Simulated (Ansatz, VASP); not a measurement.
One calculation of Mg, two programs

File INCAR:

```
PREC = Accurate ; ENCUT = 520
EDIFF = 1E-6 ; ISMEAR = -1
SIGMA = 0.08 ; LREAL = False
LASPH = True ; NELM = 60
ALGO = Normal ; ISIF = 2
LWAVE = False ; LCHARG = False
GGA = CA ; NBANDS = 7
```

Contents of KPOINTS:

```
regular mesh
0
Gamma
  15 15 15
```

The input POSCAR:

```
Mg
1.0
   -1.7058065904      1.7058065904      1.7058065904
    1.7058065904     -1.7058065904      1.7058065904
    1.7058065904      1.7058065904     -1.7058065904
Mg
1
Direct
    0.0000000000      0.0000000000      0.0000000000
```

Input for Ansatz:

```yaml
crystal:
  lattice:
    - [-1.7058065904, 1.7058065904, 1.7058065904]
    - [1.7058065904, -1.7058065904, 1.7058065904]
    - [1.7058065904, 1.7058065904, -1.7058065904]
  atoms:
    - { symbol: Mg, position: [0.0, 0.0, 0.0] }
kpoints:
  mp_grid: { grid: [15, 15, 15] }
scf:
  occupations: { method: fermi_dirac, width: 0.08 }
hamiltonian:
  xc: lda
  pseudopotentials: { kind: all_electron, lapw: { basis_error: 0.001 } }
output:
  forces: true
  stress: true
  eigenvalues: true
  populations: true
```

Change from the starting cell: volume scaled by 0.92, LAPW.

Alike in both runs: task single point; functional LDA; k mesh 15 × 15 × 15; occupations fermi-dirac, width 0.08 eV; no spin polarisation.

|  | VASP | Ansatz |
| --- | --- | --- |
| version | VASP 6.6.1 | Ansatz 0.2.0 |
| potentials or method | VASP PAW LDA potentials, release 64 (Mg) | all-electron LAPW, scalar-relativistic |
| plane-wave cutoff (eV) | 520 | see its input |

VASP gave:

- pressure (GPa): 3.5

**Question.** Which values does Ansatz return?

**Answer.** Pressure (GPa): 3.9.

Ansatz ran all-electron here, so the differences hold the error of VASP's frozen core and of both bases.
